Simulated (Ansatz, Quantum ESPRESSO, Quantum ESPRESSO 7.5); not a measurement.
# Complex bands of LiH, rock salt type, lattice constant set to 3.802 Å

Wanted: the complex band structure of LiH, rock salt type, lattice constant set to 3.802 Å, as for a tunnel barrier.

Main program and level: Quantum ESPRESSO 7.5; plane-wave DFT, PBEsol, GBRV ultrasoft pseudopotentials (cross-check by Ansatz 0.2.0 with PAW datasets).

### 1. The starting structure

It takes space group Fm-3m (No. 225, cubic). The conventional cell has a = 3.802 Å, b = 3.802 Å, c = 3.802 Å, α = 90.00°, β = 90.00°, γ = 90.00°. Nearest to Li lie 6 H at 1.90 Å. Nearest to H lie 6 Li at 1.90 Å. Farther neighbours are not listed.

### 2. Self-consistent run

pwcond needs a cell whose third axis lies along the current and stands perpendicular to the other two.

Input file scf.in:

```
&control
  prefix = 'scf'
  outdir = './out'
  pseudo_dir = './pseudo'
  calculation = 'scf'
  tprnfor = .true.
/
&system
  ibrav = 0
  nat = 4
  ntyp = 2
  ecutwfc = 40
  ecutrho = 200
  occupations = 'fixed'
  nbnd = 8
/
&electrons
  conv_thr = 1e-09
  mixing_beta = 0.6
  electron_maxstep = 120
/
ATOMIC_SPECIES
  Li  6.9400  li_pbesol_v1.4.uspp.F.UPF
  H   1.0080  h_pbesol_v1.4.uspp.F.UPF
CELL_PARAMETERS angstrom
  2.68841998207125 0.00000000000000 0.00000000000000
  0.00000000000000 2.68841998207125 0.00000000000000
  0.00000000000000 0.00000000000000 3.80200000000000
ATOMIC_POSITIONS crystal
  Li  0.000000000000 0.000000000000 0.000000000000
  H   0.500000000000 0.500000000000 0.000000000000
  Li  0.500000000000 0.500000000000 0.500000000000
  H   0.000000000000 0.000000000000 0.500000000000
K_POINTS automatic
  8 8 6 0 0 0
```

Started as:

```sh
$ OMP_NUM_THREADS=1 mpirun -n 2 pw.x -nk 2 -in scf.in > scf.out
```

Log:

```text
Program PWSCF v.7.5 starts
[citation notice left out]

     Parallel version (MPI & OpenMP), running on       2 processor cores
     Number of MPI processes:                 2
     Threads/MPI process:                     1

     MPI processes distributed on     1 nodes
[...]
Current dimensions of program PWSCF are:
     Max number of different atomic species (ntypx) = 10
     Max number of k-points (npk) =  40000
     Max angular momentum in pseudopotentials (lmaxx) =  4
     Found identity + ( -0.5000 -0.5000 -0.5000) symmetry
     This is a supercell, fractional translations are disabled
     Message from routine setup:
     using ibrav=0 with symmetry is DISCOURAGED, use correct ibrav instead

     K-points division:     npool     =       2
     Subspace diagonalization in iterative solution of the eigenvalue problem:
     a serial algorithm will be used

     G-vector sticks info
     --------------------
     sticks:   dense  smooth     PW     G-vecs:    dense   smooth      PW
     Sum         421     333    109                 8909     6361    1229

     Using Slab Decomposition

     bravais-lattice index     =            0
     lattice parameter (alat)  =       5.0804  a.u.
     unit-cell volume          =     185.4398 (a.u.)^3
     number of atoms/cell      =            4
     number of atomic types    =            2
     number of electrons       =         8.00
     number of Kohn-Sham states=            8
     kinetic-energy cutoff     =      40.0000  Ry
     charge density cutoff     =     200.0000  Ry
     scf convergence threshold =      1.0E-09
     mixing beta               =       0.6000
     number of iterations used =            8  plain     mixing
     Exchange-correlation= SLA  PW   PSX  PSC
                           (   1   4  10   8   0   0   0)

     celldm(1)=   5.080377  celldm(2)=   0.000000  celldm(3)=   0.000000
     celldm(4)=   0.000000  celldm(5)=   0.000000  celldm(6)=   0.000000

     crystal axes: (cart. coord. in units of alat)
               a(1) = (   1.000000   0.000000   0.000000 )
               a(2) = (   0.000000   1.000000   0.000000 )
               a(3) = (   0.000000   0.000000   1.414214 )

     reciprocal axes: (cart. coord. in units 2 pi/alat)
               b(1) = (  1.000000  0.000000  0.000000 )
               b(2) = (  0.000000  1.000000  0.000000 )
               b(3) = (  0.000000  0.000000  0.707107 )

     PseudoPot. # 1 for Li read from file:
     ./pseudo/li_pbesol_v1.4.uspp.F.UPF
     Pseudo is Ultrasoft, Zval =  3.0
     Generated by new atomic code, or converted to UPF format
     Using radial grid of  751 points,  5 beta functions with:
                l(1) =   0
                l(2) =   0
                l(3) =   0
                l(4) =   1
                l(5) =   1
     Q(r) pseudized with 10 coefficients,  rinner =    1.150   1.150   1.150

     PseudoPot. # 2 for H  read from file:
     ./pseudo/h_pbesol_v1.4.uspp.F.UPF
     Pseudo is Ultrasoft, Zval =  1.0
     Generated by new atomic code, or converted to UPF format
     Using radial grid of  615 points,  2 beta functions with:
                l(1) =   0
                l(2) =   0
     Q(r) pseudized with  8 coefficients,  rinner =    0.700

     atomic species   valence    mass     pseudopotential
     Li                3.00     6.94000     Li( 1.00)
     H                 1.00     1.00800     H ( 1.00)

     16 Sym. Ops., with inversion, found

   Cartesian axes

     site n.     atom                  positions (alat units)
         1        Li     tau(   1) = (   0.0000000   0.0000000   0.0000000  )
         2        H      tau(   2) = (   0.5000000   0.5000000   0.0000000  )
         3        Li     tau(   3) = (   0.5000000   0.5000000   0.7071068  )
         4        H      tau(   4) = (   0.0000000   0.0000000   0.7071068  )

     number of k points=    60
                       cart. coord. in units 2pi/alat
        k(    1) = (   0.0000000   0.0000000   0.0000000), wk =   0.0052083
        k(    2) = (   0.0000000   0.0000000   0.1178511), wk =   0.0104167
        k(    3) = (   0.0000000   0.0000000   0.2357023), wk =   0.0104167
        k(    4) = (   0.0000000   0.0000000  -0.3535534), wk =   0.0052083
        k(    5) = (   0.0000000   0.1250000   0.0000000), wk =   0.0208333
        k(    6) = (   0.0000000   0.1250000   0.1178511), wk =   0.0416667
        k(    7) = (   0.0000000   0.1250000   0.2357023), wk =   0.0416667
        k(    8) = (   0.0000000   0.1250000  -0.3535534), wk =   0.0208333
        k(    9) = (   0.0000000   0.2500000   0.0000000), wk =   0.0208333
        k(   10) = (   0.0000000   0.2500000   0.1178511), wk =   0.0416667
[...]
k(   60) = (  -0.5000000  -0.5000000  -0.3535534), wk =   0.0052083

     Dense  grid:     8909 G-vectors     FFT dimensions: (  24,  24,  36)

     Smooth grid:     6361 G-vectors     FFT dimensions: (  24,  24,  30)

     Estimated max dynamical RAM per process >      13.49 MB

     Estimated total dynamical RAM >      24.81 MB

     Initial potential from superposition of free atoms

     starting charge       7.0984, renormalised to       8.0000
     Starting wfcs are   12 randomized atomic wfcs

     total cpu time spent up to now is        0.5 secs

     per-process dynamical memory:    13.0 Mb

     Self-consistent Calculation

     iteration #  1     ecut=    40.00 Ry     beta= 0.60
     Davidson diagonalization with overlap
     ethr =  1.00E-02,  avg # of iterations =  2.8

     total cpu time spent up to now is        1.0 secs

     total energy              =     -31.14321569 Ry
     estimated scf accuracy    <       0.30081383 Ry

     iteration #  2     ecut=    40.00 Ry     beta= 0.60
[...]
total energy              =     -31.15555804 Ry
     estimated scf accuracy    <       0.01894612 Ry

     iteration #  3     ecut=    40.00 Ry     beta= 0.60
[...]
total energy              =     -31.16041108 Ry
     estimated scf accuracy    <       0.00049775 Ry

     iteration #  4     ecut=    40.00 Ry     beta= 0.60
[...]
total energy              =     -31.16070331 Ry
     estimated scf accuracy    <       0.00001810 Ry

     iteration #  5     ecut=    40.00 Ry     beta= 0.60
[...]
total energy              =     -31.16070868 Ry
     estimated scf accuracy    <       0.00000850 Ry

     iteration #  6     ecut=    40.00 Ry     beta= 0.60
[...]
total energy              =     -31.16070921 Ry
     estimated scf accuracy    <       0.00000120 Ry

     iteration #  7     ecut=    40.00 Ry     beta= 0.60
[...]
total energy              =     -31.16070935 Ry
     estimated scf accuracy    <       0.00000003 Ry

     iteration #  8     ecut=    40.00 Ry     beta= 0.60
[...]
total energy              =     -31.16070936 Ry
     estimated scf accuracy    <          9.0E-09 Ry

     iteration #  9     ecut=    40.00 Ry     beta= 0.60
[...]
total energy              =     -31.16070936 Ry
     estimated scf accuracy    <          2.8E-09 Ry

     iteration # 10     ecut=    40.00 Ry     beta= 0.60
[...]
End of self-consistent calculation

          k = 0.0000 0.0000 0.0000 (   799 PWs)   bands (ev):

   -42.0388 -41.9233  -4.5550   1.6017   4.1932  13.0166  13.0166  16.2942

          k = 0.0000 0.0000 0.1179 (   787 PWs)   bands (ev):

   -42.0308 -41.9308  -4.3831   0.1773   6.1373  13.2951  13.2951  16.5824

          k = 0.0000 0.0000 0.2357 (   786 PWs)   bands (ev):

   -42.0093 -41.9516  -3.8534  -1.5802   9.3954  14.1275  14.1275  16.3261

          k = 0.0000 0.0000-0.3536 (   830 PWs)   bands (ev):

   -41.9802 -41.9802  -2.9309  -2.9309  12.9978  12.9978  15.5004  15.5004

          k = 0.0000 0.1250 0.0000 (   782 PWs)   bands (ev):

   -42.0299 -41.9232  -4.3632   1.4733   4.5133  11.1515  13.3337  18.0790

          k = 0.0000 0.1250 0.1179 (   789 PWs)   bands (ev):

   -42.0226 -41.9301  -4.1950   0.2127   6.2348  11.4772  13.6117  16.2838

[...]
highest occupied, lowest unoccupied level (ev):     1.6017    4.1931

!    total energy              =     -31.16070936 Ry
     estimated scf accuracy    <          2.3E-11 Ry

     The total energy is the sum of the following terms:
     one-electron contribution =     -14.73887108 Ry
     hartree contribution      =       6.32006425 Ry
     xc contribution           =      -8.15904292 Ry
     ewald contribution        =     -14.58285962 Ry

     convergence has been achieved in  10 iterations

     Forces acting on atoms (cartesian axes, Ry/au):

     atom    1 type  1   force =     0.00000000    0.00000000    0.00000000
     atom    2 type  2   force =     0.00000000    0.00000000    0.00000000
     atom    3 type  1   force =     0.00000000    0.00000000    0.00000000
     atom    4 type  2   force =     0.00000000    0.00000000    0.00000000

     Total force =     0.000000     Total SCF correction =     0.000000

[...]
=------------------------------------------------------------------------------=
   JOB DONE.
=------------------------------------------------------------------------------=
```

The job ended after 5.5 s (2 MPI ranks of Arm Neoverse N1, shared host; peak memory 0.11 GiB; 11 s of CPU time).

Numbers from this step:

```
free energy                          : -423.9630 eV
valence top, on the run's zero       : 1.602 eV
conduction bottom, on the run's zero : 4.193 eV
gap by band count                    : 2.591 eV
```

The run needed 10 iterations to bring the estimated error under 1e-09 Ry.

(Part 1 of 4 ends here.)

[Logs are printed without paths, hosts, clocks, repeated set-up lines and the standing remarks that a program may print on its own settings, such as how far it seeks lower states.]

[Hosts, paths, dates, database ids (printed as entryN), source tags and the programs' standing remarks are cut or masked in the printed files.]

[Maps of the electrostatic potential energy from Ansatz leave out the sawtooth potential of an applied field or a dipole correction, so their vacuum need not be flat; planar profiles and work functions include it.]
